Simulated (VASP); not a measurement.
I under changes of volume

One of the cells (37.214 Å³/atom); the others are scaled copies at fixed shape and fractional positions:

```
I
1.0
    -2.10321    2.10321    2.10321
     2.10321   -2.10321    2.10321
     2.10321    2.10321   -2.10321
I
1
Direct
  0.00000 0.00000 0.00000
```

The real solid is made of molecules; this cell is a model form.

| Quantity | Value |
| --- | --- |
| Program | VASP 6.6.1 |
| Functional | PBE |
| Potentials or basis | VASP PAW PBE potentials, release 64 (I) |
| Cutoff | 520 eV |
| k mesh | 9 × 9 × 9 |
| Occupations | fermi-dirac, width 0.05 eV |
| Spin | no spin polarisation |

```csv
volume (Å³/atom),energy over the lowest point (meV/atom),pressure (GPa)
34.296,7.32,1.4
35.025,2.36,0.8
35.755,0.00,0.3
37.214,1.84,-0.6
37.944,5.52,-0.9
38.674,?,?
```

Question: What does the run at 38.674 Å³/atom give?

Answer: Energy over the lowest point 10.73 meV/atom; pressure -1.3 GPa.

Worked out: A Birch-Murnaghan fit of order 3 (a polynomial in V^(-2/3)) to the other rows has its minimum at 36.14 Å³/atom with B0 = V·E''(V) = 23 GPa and B' = 5.5. It gives 10.74 meV/atom at 38.674 Å³/atom, against the run's 10.73, and -dE/dV = -1.3 GPa, against -1.3.

Energies are extrapolated to zero smearing.

Caveats: an odd number of electrons without spin polarisation forces a metal; a magnetic or distorted state may lie lower.
